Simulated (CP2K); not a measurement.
Runs of CP2K 2026.2 on MoS2. It takes space group R3m (No. 160, trigonal). Conventional cell: a = 3.160 Å, b = 3.160 Å, c = 18.450 Å, α = 90.00°, β = 90.00°, γ = 120.00°. Mo (site symmetry 3m) is surrounded by 6 S at 2.39 Å. Around S (site symmetry 3m) lie 3 Mo at 2.39 Å. S (site symmetry 3m) has 3 Mo at 2.39 Å as nearest neighbours. Measurements of this composition are mostly on another form, of space group No. 194.

```csv
task,level,potentials or basis,smearing,EPS_DEFAULT,NGRIDS,CUTOFF of the grids,points a segment of the path (NPOINTS),bands added on the path,gap on the mesh (eV),pressure (GPa),largest force (eV/Å)
single point,PBE,"POTENTIAL_UZH Mo GTH-PBE-q14, S GTH-PBE-q6; TZVP-MOLOPT-PBE-GTH basis",fermi-dirac 0.05 eV,1.0E-10,5,450 Ry,-,-,0.96,6.9,0.72
band structure,r2SCAN,"POTENTIAL_UZH Mo GTH-SCAN-q14, S GTH-SCAN-q6; TZVP-MOLOPT-SCAN-GTH basis",fermi-dirac 0.0259 eV,1.0E-9,5,675 Ry,6,2,1.08,5.6,0.57
band structure,TB-mBJ,"POTENTIAL_UZH Mo GTH-PBE-q14, S GTH-PBE-q6; TZVP-MOLOPT-PBE-GTH basis",fermi-dirac 0.05 eV,1.0E-9,4,675 Ry,10,6,(b),-,-
band structure,PBEsol,"POTENTIAL_UZH Mo GTH-PBE-q14, S GTH-PBE-q6; TZVP-MOLOPT-PBE-GTH basis",fermi-dirac 0.1 eV,1.0E-9,4,450 Ry,8,2,0.91,(a),0.56
band structure,LDA,"GTH_POTENTIALS Mo GTH-PADE-q14, S GTH-PADE-q6; TZVP-MOLOPT-PBE-GTH basis",fermi-dirac 0.05 eV,1.0E-9,5,450 Ry,8,6,0.89,-1.1,0.40
```

Alike in all rows: no spin polarisation; cell as given; k mesh 10 × 10 × 10.

Task: Estimate the missing entries.

Result: (a) 2.7; (b) 1.07.

Caveats: the basis of atomic orbitals isn't converged, which shifts pressures, moduli and gaps; the potentials were made for another functional, which shifts forces and pressure (some runs); the mesh misses the band edges, which the band path finds closer together (some runs); this is a model potential without an energy functional, so only levels have meaning (some runs).

A k mesh can miss the band edges, and the runs leave out spin-orbit coupling on Mo.

Not every run made on this cell is shown here.
